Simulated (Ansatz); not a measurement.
The cell is COD entry 1010990, as deposited and not checked against the literature; nothing was relaxed. The listed cell was then made from it by scaling, straining or moving an atom.

An input for LiF: DFT, PBE, all-electron PAW with datasets made for the crystal, scalar-relativistic (Ansatz 0.2.0).

Command: `ansatz run input.yaml --threads 1 --pin off --max-ram 2048MiB --backend cpu --events-out ev --progress --plain --runs-dir out` The run took about 2.5 s on 1 thread of a shared machine.

```yaml
crystal:
  lattice:
    - [0.0, 2.0470222626, 2.0470222626]
    - [2.0470222626, 0.0, 2.0470222626]
    - [2.0470222626, 2.0470222626, 0.0]
  atoms:
    - { symbol: Li, position: [0.0, 0.0, 0.0] }
    - { symbol: F, position: [0.5, 0.5, 0.5] }
kpoints:
  mp_grid: { grid: [10, 10, 10] }
scf:
  occupations: { method: fermi_dirac, width: 0.03 }
hamiltonian:
  xc: pbe
  pseudopotentials: { kind: all_electron, datasets: crystal }
output:
  forces: true
  stress: true
  eigenvalues: true
  efg: { contact_densities: true }
```

The results part of the log:

```
SCF 1 converged in 7 iterations: F = -2926.589650 eV  dr2 = 3.58e-10
  Residual-converged pass: ⟨swp⟩=3.8  Hψ=891  notcnv=0  max |occ|·‖R‖ = 5.2e-6 eV (tolerance 5.3e-6 eV)  dr2=3.57e-10  dr2_onsite=2.75e-10  max |Δocc| = 0.0e0
  greatest PAW one-centre occupation: 0.991 electrons in one spin orbital (limit 2), on the Li atom at site 0 (counted from 0), in its partial waves of l = 0
SCF converged after 7 iterations
Free energy (F): -2926.589650 eV
Harris-Foulkes:  -2926.589650 eV  (|F-HF|=1.54e-9)
Internal energy: -2926.589650 eV  (E = F + TS)
E sigma→0 (E₀):  -2926.589650 eV
Past the cutoff: the bands carry plane waves up to 1.75 times it, of which those up to 1.5 times it add -0.000088 eV an atom, each by itself; the spheres take 0.000066 eV an atom off the energy for waves past 1.75 times it
By the cutoff:   a pressure is off by up to 0.005 GPa (1.2 times the spheres' own share and the shells' term, over an atom's volume, and 0.004 GPa: a bound that held against runs at twice the plane waves)
Past the cutoffs: a stress includes 0.0003 GPa for waves and charges beyond them, in addition to the slope of what the spheres take
In the spheres:  the bands' charges fall short by 3.0e-7 e at most (sound up to 1e-3)
Fermi energy:    4.872103 eV
--- Per-component energies (eV) ---
  The terms above E_closure are by the made datasets' own strengths, without shells solved beside the bands.
--- Forces (eV/Å), atoms counted from 1 ---
  atom   1  Li    -0.00000000     0.00000000    -0.00000000
  atom   2  F      0.00000000     0.00000000    -0.00000000
  max |Σ_I F_I| component: 1.14e-29 eV/Å
--- Stress (GPa, compression-positive) ---
       -1.314875       0.000000      -0.000000
       -0.000000      -1.314875       0.000000
        0.000000      -0.000000      -1.314875
  P = ⅓ Tr σ = -1.3149 GPa (-13.149 kbar)
--- PAW observables at the nuclei: V_zz in 10²¹ V/m², potentials from the cell's mean, atoms counted from 1 ---
  atom   1  Li V_zz =    -0.000000   η = 0.0000   by run symmetry: forbidden
            electrostatic potential = -166.377115 V   contact ρ = 94.439992 e/Å³
  atom   2  F  V_zz =    -0.000000   η = 0.0000   by run symmetry: forbidden
            electrostatic potential = -734.793891 V   contact ρ = 3126.909212 e/Å³
--- Band table (eV; the first three rows and the last of 47) ---
  k-point 0: bands = ["-40.5037", "-19.3406", "0.4967", "0.4967", "0.4967", "9.1449"]
  k-point 1: bands = ["-40.4992", "-19.3051", "0.2233", "0.4755", "0.4755", "9.4390"]
  k-point 2: bands = ["-40.4873", "-19.2101", "-0.4294", "0.4209", "0.4209", "10.1081"]
  k-point 46: bands = ["-40.4433", "-18.7345", "-1.7115", "-1.1371", "-0.2700", "15.0180"]
```
